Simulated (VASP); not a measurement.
# ScAl3 (Pm-3m) in VASP: further runs, part 3 of 3

VASP 6.6.1. Earlier steps stand in the parts before.

### Step 5. Relaxation of cell and atoms, PBE

Contents of INCAR:

```
PREC     = Accurate       # precision mode
ENCUT    = 600            # plane-wave cutoff, eV
EDIFF    = 1E-6           # SCF threshold, eV
ISMEAR   = 1              # smearing method
SIGMA    = 0.1            # smearing width, eV
LREAL    = False          # projectors in reciprocal space
LASPH    = True           # aspherical terms in the spheres
NELM     = 80             # most SCF steps
ALGO     = Normal         # electronic algorithm
ISIF     = 3              # what is computed and relaxed
LWAVE    = False          # write WAVECAR
LCHARG   = False          # write CHGCAR
GGA      = PE             # functional
IBRION   = 2              # ionic algorithm
NSW      = 90             # ionic steps
EDIFFG   = -0.01          # ionic threshold
```

Contents of KPOINTS:

```
Automatic mesh
0
Gamma
  10 10 10
```

Contents of POSCAR:

```
ScAl3
1.0
    4.0878065700      0.0000000000      0.0000000000
    0.0000000000      4.0878065700      0.0000000000
    0.0000000000      0.0000000000      4.0878065700
Sc Al
1 3
Direct
    0.0000000000      0.0000000000      0.0000000000
    0.5000000000      0.0000000000      0.5000000000
    0.0000000000      0.5000000000      0.5000000000
    0.5000000000      0.5000000000      0.0000000000
```

Potentials or basis: VASP PAW PBE potentials, release 64 (Sc_sv, Al).

The run is started by

```console
> cat potpaw_PBE.64/Sc_sv/POTCAR potpaw_PBE.64/Al/POTCAR > POTCAR
> mpirun -np 1 vasp_std > vasp.out
```

OUTCAR:

```text
PREC = Accurate
   ENCUT = 600
   EDIFF = 1E-6
   ISMEAR = 1
   LREAL = False
   LASPH = True
   NELM = 80
   ISIF = 3
   GGA = PE
   IBRION = 2
   NSW = 90
   EDIFFG = -0.01

 ion  position               nearest neighbor table
   1  0.000  0.000  0.000-   2 2.89   3 2.89   4 2.89   2 2.89   3 2.89   3 2.89   4 2.89   3 2.89
                             2 2.89   4 2.89   2 2.89   4 2.89
   2  0.500  0.000  0.500-   1 2.89   3 2.89   4 2.89   1 2.89   4 2.89   3 2.89   4 2.89   4 2.89
                             1 2.89   3 2.89   1 2.89   3 2.89
   3  0.000  0.500  0.500-   1 2.89   2 2.89   4 2.89   1 2.89   4 2.89   1 2.89   2 2.89   1 2.89
                             2 2.89   4 2.89   4 2.89   2 2.89
   4  0.500  0.500  0.000-   1 2.89   2 2.89   3 2.89   2 2.89   3 2.89   1 2.89   2 2.89   2 2.89
                             1 2.89   3 2.89   3 2.89   1 2.89

  LATTYP: Found a simple cubic cell.
 ALAT       =     4.0878065700

  Lattice vectors:

 A1 = (   4.0878065700,   0.0000000000,   0.0000000000)
 A2 = (   0.0000000000,   4.0878065700,   0.0000000000)
 A3 = (   0.0000000000,   0.0000000000,   4.0878065700)

Analysis of symmetry for initial positions (statically):
=====================================================================
 Subroutine PRICEL returns:
 Original cell was already a primitive cell.

 Routine SETGRP: Setting up the symmetry group for a
 simple cubic supercell.

 Subroutine GETGRP returns: Found 48 space group operations
 (whereof 48 operations were pure point group operations)
 out of a pool of 48 trial point group operations.

The static configuration has the point symmetry O_h .

Analysis of symmetry for dynamics (positions and initial velocities):
=====================================================================
 Subroutine PRICEL returns:
 Original cell was already a primitive cell.

 Routine SETGRP: Setting up the symmetry group for a
 simple cubic supercell.

[... 153 lines left out ...]
  ---------------------------------------------------
  ext. energy  EPLUGINS =         0.00000000
  ---------------------------------------------------
  free energy    TOTEN  =       -19.29505277 eV

  energy without entropy =      -19.29569888  energy(sigma->0) =      -19.29526814

------------------------ aborting loop because EDIFF is reached ----------------------------------------

  FORCE on cell =-STRESS in cart. coord.  units (eV):
  Direction    XX          YY          ZZ          XY          YZ          ZX
  --------------------------------------------------------------------------------------
  -------------------------------------------------------------------------------------
  Total        0.4891732      0.4891732      0.4891732     -0.0000000      0.0000000      0.0000000
  in kB       11.4736662     11.4736662     11.4736662     -0.0000000      0.0000000      0.0000000
  external PRESSURE =      11.4736662 kB  Pullay stress =       0.0000000 kB
[... 63 lines left out ...]
--------------------------------------- Ionic step        3  -------------------------------------------

 number of electron      20.0000000 magnetization

 Free energy of the ion-electron system (eV)
  ---------------------------------------------------
  ext. energy  EPLUGINS =         0.00000000
  ---------------------------------------------------
  free energy    TOTEN  =       -19.29816592 eV

  energy without entropy =      -19.29871345  energy(sigma->0) =      -19.29834843

 E-fermi :   7.1751     XC(G=0): -10.3673

 val. band max:        7.1190366441   @ k =   0.5000   0.1000   0.1000
 cond. band min:       7.1922662828   @ k =   0.3000   0.0000   0.0000
 fundamental gap:      0.0732296386
 Fermi energy:         7.1750925470

 k-point     1 :       0.0000    0.0000    0.0000
  band No.  band energies     occupation
      1     -41.8534      2.00000
      2     -20.5525      2.00000
      3     -20.5525      2.00000
      4     -20.5525      2.00000
      5      -2.8065      2.00000
      6       4.5536      2.00000
      7       4.5536      2.00000
      8       5.3492      2.00000
      9       5.3492      2.00000
     10       5.3492      2.00000
     11       8.4234     -0.00000
     12       8.4610     -0.00000
     13       8.4610     -0.00000
     14       8.4610     -0.00000
[... 377 lines left out ...]
      1     -41.8524      2.00000
      2     -20.5718      2.00000
      3     -20.5537      2.00000
      4     -20.5534      2.00000
      5      -1.8308      2.00000
      6       1.6480      2.00000
      7       4.2273      2.00000
      8       4.8300      2.00000
      9       6.0046      2.00000
     10       7.3900     -0.00961
     11       7.8023     -0.00000
     12       8.1441     -0.00000
     13       9.0981     -0.00000
     14       9.7273      0.00000

 [... further k-points ...]

------------------------ aborting loop because EDIFF is reached ----------------------------------------

  FORCE on cell =-STRESS in cart. coord.  units (eV):
  Direction    XX          YY          ZZ          XY          YZ          ZX
  --------------------------------------------------------------------------------------
  -------------------------------------------------------------------------------------
  Total        0.0010329      0.0010329      0.0010329     -0.0000000      0.0000000     -0.0000000
  in kB        0.0239189      0.0239189      0.0239189     -0.0000000      0.0000000     -0.0000000
  external PRESSURE =       0.0239189 kB  Pullay stress =       0.0000000 kB
[... 19 lines left out ...]
  FREE ENERGIE OF THE ION-ELECTRON SYSTEM (eV)
  ---------------------------------------------------
  free  energy   TOTEN  =       -19.2981659245 eV

  energy  without entropy=      -19.2987134459  energy(sigma->0) =      -19.29834843

 reached required accuracy - stopping structural energy minimisation
```

CONTCAR:

```text
ScAl3
   1.00000000000000
     4.1052719127980053   -0.0000000000000000    0.0000000000000000
    -0.0000000000000000    4.1052719127980053    0.0000000000000000
    -0.0000000000000000    0.0000000000000000    4.1052719127980053
  Sc              Al
     1     3
Direct
     0.0000000000000000    0.0000000000000000    0.0000000000000000
     0.5000000000000000    0.0000000000000000    0.5000000000000000
     0.0000000000000000    0.5000000000000000    0.5000000000000000
     0.5000000000000000    0.5000000000000000    0.0000000000000000

  0.00000000E+00  0.00000000E+00  0.00000000E+00
  0.00000000E+00  0.00000000E+00  0.00000000E+00
  0.00000000E+00  0.00000000E+00  0.00000000E+00
  0.00000000E+00  0.00000000E+00  0.00000000E+00
```

It took 2 min on 1 thread of Intel Xeon Platinum 8559C (Emerald Rapids), shared host; peak memory 0.25 GiB.

What came out:

```yaml
Free_energy: -19.2982 eV
Relaxed_volume: 17.30 Å³/atom
Relaxed_cell: a = 4.105 Å, b = 4.105 Å, c = 4.105 Å, α = 90.00°, β = 90.00°, γ = 90.00°
Space_group_after_relaxing_to_0.05_Å: Pm-3m (No. 221)
Energy_gained_by_relaxing: 0.8 meV/atom
Ionic_steps: 3
Pressure_after_relaxing: 0.0 GPa
Band_gap_on_the_k_mesh: none (metal or under the smearing width)
```

The path:
```
step  energy change (eV)  largest force (eV/Å)  pressure (GPa)  volume (Å³)
   1              0.0000                0.0000            1.15        68.31
   2             -0.0027                0.0000           -0.42        69.52
   3             -0.0031                0.0000            0.00        69.19
```

Final structure:
```yaml
crystal:
  lattice:
    - [4.10527, 0.00000, 0.00000]
    - [0.00000, 4.10527, 0.00000]
    - [0.00000, 0.00000, 4.10527]
  atoms:
    - { symbol: Sc, position: [0.00000, 0.00000, 0.00000] }
    - { symbol: Al, position: [0.50000, 0.00000, 0.50000] }
    - { symbol: Al, position: [0.00000, 0.50000, 0.50000] }
    - { symbol: Al, position: [0.50000, 0.50000, 0.00000] }
```

### Step 6. The runs side by side

```tsv
task	cell	gap on the mesh (eV)	pressure (GPa)
relaxation of the atoms	atoms relaxed from: a relaxed cell with its volume scaled by 1.02	none	-1.6
relaxation of the atoms	atoms relaxed from: a relaxed cell with its volume scaled by 1.04	none	-3.1
relaxation of the atoms	atoms relaxed from: a relaxed cell with its volume scaled by 1.06	none	-4.4
relaxation of cell and atoms	relaxed	none	0.0
```

Alike in all rows: level PBE; potentials or basis VASP PAW PBE potentials, release 64 (Sc_sv, Al); no spin polarisation; k mesh 10 × 10 × 10; cutoff (eV) 600; smearing methfessel-paxton 0.1 eV.

Caveats: the relaxation stopped at its first step, so nothing moved (some runs).

Total energies depend on the potentials used, so only differences within one code and one set of settings carry meaning.
